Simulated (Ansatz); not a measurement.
The same path of a periodic cell of 17 atoms, Si (host Si, host structure diamond, interstitial Si) was run twice with different band settings. Lost on the way: Si6–Si17. Made: Si15–Si17.

All numbers below come from DFT PBE, scalar-relativistic, plane waves, PAW (Ansatz). Settings: PAW set soft_1, cutoff 420 eV, k mesh 2x2x2, gaussian smearing 0.02 eV, no spin polarisation.

Relaxed end points:

```xyz
17
Lattice="0.0000 5.4300 5.4300 5.4300 0.0000 5.4300 5.4300 5.4300 0.0000" Properties=species:S:1:pos:R:3
Si -0.002 -0.004 -0.006
Si 1.330 1.330 1.330
Si 2.714 2.714 -0.034
Si 4.096 4.096 1.334
Si 2.714 -0.033 2.714
Si 4.095 1.335 4.095
Si 5.463 2.716 2.715
Si 6.782 4.078 4.078
Si -0.033 2.713 2.714
Si 1.337 4.093 4.093
Si 2.716 5.463 2.715
Si 4.077 6.783 4.077
Si 2.716 2.715 5.463
Si 4.077 4.077 6.783
Si 5.430 5.431 5.431
Si 6.784 6.784 6.784
Si 2.713 2.711 2.709
```

```xyz
17
Lattice="0.0000 5.4300 5.4300 5.4300 0.0000 5.4300 5.4300 5.4300 0.0000" Properties=species:S:1:pos:R:3
Si -0.003 0.005 -0.005
Si 1.360 1.325 1.356
Si 2.742 2.691 -0.025
Si 4.108 4.073 1.358
Si 2.720 0.004 2.718
Si 4.072 1.357 4.073
Si 5.426 2.710 2.720
Si 6.789 4.072 4.039
Si -0.019 2.695 2.735
Si 1.360 4.075 4.106
Si 2.742 5.456 2.740
Si 4.079 6.790 4.071
Si 2.720 2.712 5.426
Si 4.040 4.074 6.787
Si 5.409 5.453 5.407
Si 6.789 6.822 6.789
Si 1.364 4.075 1.356
```

Common settings: climbing image yes; spring 5.0 eV/Å²; force threshold 0.05 eV/Å; iteration limit 50; end points relaxed.

| run | movable images | optimiser | start path | theory |
| --- | --- | --- | --- | --- |
| 1 | 7 | fire | IDPP | DFT PBE, scalar-relativistic, plane waves, PAW PAW set soft_1, cutoff 420 eV, k mesh 2x2x2, gaussian smearing 0.02 eV, no spin polarisation |
| 2 | 3 | quadratic models (default) | default | DFT PBE, scalar-relativistic, plane waves, PAW PAW set soft_1, cutoff 200 eV, k mesh 2x2x2, gaussian smearing 0.02 eV, no spin polarisation |

(1) What does each run give, and how far can it be trusted?

## Answers

(1) Run 1: converged after 35 iterations, highest image 0.311 eV above the first end. By the program's own check the climbing image is of a kind that is not told: the force calls were inconclusive, a negative curvature could not be distinguished from the path's own, the only one lies far off the path, or fixed occupations may fill a level only in part (lowest curvatures found: -0.82 and -0.08 eV/Å²).
Run 2: converged after 9 iterations, highest image 0.302 eV above the first end. The order of the stationary point at the top wasn't checked. The plane-wave cutoff is below what these datasets need, so energies and pressures aren't converged.
Limits of this set-up: coarse k mesh.
